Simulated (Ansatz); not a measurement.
The system is CuO.

```
CELL_PARAMETERS angstrom
3.28802 0.00000 0.00000
-1.64401 2.84751 0.00000
0.00000 0.00000 5.38502
ATOMIC_POSITIONS crystal
Cu 0.66667 0.33333 0.00000
Cu 0.33333 0.66667 0.50000
O 0.66667 0.33333 0.62520
O 0.33333 0.66667 0.12520
```

Measurements of this composition are mostly on another form, of space group No. 15.

* Program: Ansatz 0.2.0
* Task: relaxation of cell and atoms
* Functional: LDA
* Potentials or basis: Ansatz PAW
* Cutoff: 420 eV (not typed: the program's choice for these potentials)
* k mesh: 9 × 9 × 5
* Occupations: fermi-dirac, width 0.05 eV
* Spin: no spin polarisation

At the start: volume 12.60 Å³/atom.

**Question.** How do energy, volume and symmetry change on relaxing?

**Answer.** It ends after 11 steps and the volume is 10.53 Å³/atom (-16.5 %); space group P6_3mc (No. 186, to 0.05 Å).

The path:
```
step  energy change (eV)  largest force (eV/Å)  volume (Å³)
   1              0.0000                0.0663        50.42
   2             -0.4555                0.1074        46.21
   3             -0.6167                0.2477        41.34
   4             -0.6310                0.1736        42.64
   5             -0.6449                0.1097        42.21
   6             -0.6457                0.0128        42.32
   7             -0.6457                0.0016        42.32
   8             -0.6261                0.0023        42.32
   9             -0.6280                0.0001        42.08
  10             -0.6279                0.0001        42.11
  11             -0.6268                0.0003        42.11
```

Final structure:
```
CELL_PARAMETERS angstrom
3.03223 0.00000 0.00000
-1.51611 2.62599 0.00000
0.00000 0.00000 5.28829
ATOMIC_POSITIONS crystal
Cu 0.66667 0.33333 0.98916
Cu 0.33333 0.66667 0.48916
O 0.66667 0.33333 0.63604
O 0.33333 0.66667 0.13604
```

Caveat: the volume moved by over 15 % at a fixed basis, so the end points are rough; the plane-wave basis is chosen anew once the cell has moved, so the energies of steps on either side of that aren't comparable; the pressure holds a Pulay correction of +0.9 GPa for the finite cutoff; the run has no spin polarisation, though such a crystal can be magnetic; the PAW data sets come from PBE, with cores solved anew for the run's functional, which leaves a small shift of forces and pressure.
